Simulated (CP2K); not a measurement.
Crystal: Ag.

```
Ag
1.0
     2.88888    0.00000    0.00000
     1.44444    2.50185    0.00000
     1.44444    0.83395    2.35876
Ag
1
Direct
  0.00000 0.00000 0.00000
```

Base run:

| Quantity | Value |
| --- | --- |
| Program | CP2K 2026.2 |
| Functional | PBE |
| Potentials or basis | POTENTIAL_UZH Ag GTH-PBE-q11; ccGRB-D basis |
| Density cutoff | 6123 eV |
| k mesh | 11 × 11 × 11 |
| Occupations | fermi-dirac, width 0.05 eV |
| Spin | no spin polarisation |

Its results: band gap on the k mesh none (metal or under the smearing width); pressure 9.5 GPa.

**Question.** The run is repeated on the same cell with these changes: potentials or basis from POTENTIAL_UZH Ag GTH-PBE-q11; ccGRB-D basis to POTENTIAL_UZH Ag GTH-PBE-q11; TZV2P-MOLOPT-PBE-GTH basis; basis sets from Ag ccGRB-D-q11 to Ag TZV2P-MOLOPT-PBE-GTH-q11. What comes out?

**Answer.** Band gap on the k mesh none (metal or under the smearing width); pressure 4.2 GPa.

Caveats: the basis of atomic orbitals isn't converged, which shifts pressures, moduli and gaps.
